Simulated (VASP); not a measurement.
Set up this calculation in VASP 6.6.1, as the native input.

```
Task                   : relaxation of cell and atoms
Functional             : PBE
Potentials or basis    : VASP PAW PBE potentials, release 64 (Ge_d)
Cutoff                 : 600 eV
k mesh                 : 10 × 10 × 10
Occupations            : gaussian, width 0.03 eV
Spin                   : no spin polarisation
Further INCAR settings : ALGO = Normal; EDIFF = 1e-07; IBRION = 2; EDIFFG = -0.005; NSW = 90; ISIF = 3
```

The structure of Ge lies in POSCAR:

```
Ge                                      
1.0
    0.0000000000      2.8781224751      2.8781224751
    2.8781224751     -0.0000000000      2.8781224751
    2.8781224751      2.8781224751     -0.0000000000
  Ge            
     2
Direct
     0.0000000000000000    0.0000000000000000    0.0000000000000000
     0.2500000000000000    0.2500000000000000    0.2500000000000000
```

These files were run (other wordings do the same):

INCAR

```
SYSTEM = Ge
PREC     = Accurate       ! precision mode
ENCUT    = 600            ! plane-wave cutoff, eV
EDIFF    = 1E-7           ! SCF threshold, eV
ISMEAR   = 0              ! smearing method
SIGMA    = 0.03           ! smearing width, eV
LREAL    = .FALSE.        ! projectors in reciprocal space
LASPH    = .TRUE.         ! aspherical terms in the spheres
NELM     = 80             ! most SCF steps
ALGO     = Normal         ! electronic algorithm
ISIF     = 3              ! what is computed and relaxed
LWAVE    = .FALSE.        ! write WAVECAR
LCHARG   = .FALSE.        ! write CHGCAR
GGA      = PE             ! functional
IBRION   = 2              ! ionic algorithm
NSW      = 90             ! ionic steps
EDIFFG   = -0.005         ! ionic threshold
```

KPOINTS

```
Automatic mesh
0
G
  10 10 10
  0 0 0
```

Potentials or basis: VASP PAW PBE potentials, release 64 (Ge_d).

Command:

```bash
$ cat potpaw_PBE.64/Ge_d/POTCAR > POTCAR
$ mpirun -np 1 vasp_std > vasp.out
```

It gave:

```yaml
Relaxed_volume: 23.90 Å³/atom
Relaxed_cell: a = 4.074 Å, b = 4.074 Å, c = 4.074 Å, α = 60.00°, β = 60.00°, γ = 60.00°
Space_group_after_relaxing_to_0.05_Å: Fd-3m (No. 227)
Energy_gained_by_relaxing: 0.0 meV/atom
Ionic_steps: 2
Pressure_after_relaxing: 0.0 GPa
Band_gap_on_the_k_mesh: none (metal or under the smearing width)
```

Caveat: this crystal is a semiconductor, whose small gap the functional closes, so the metal is an error of the method.

It took 57 s on 1 thread of Intel(R) Xeon(R) Platinum 8259CL CPU @ 2.50GHz (Skylake/Cascade Lake), on a shared host, peak memory 0.22 GiB.
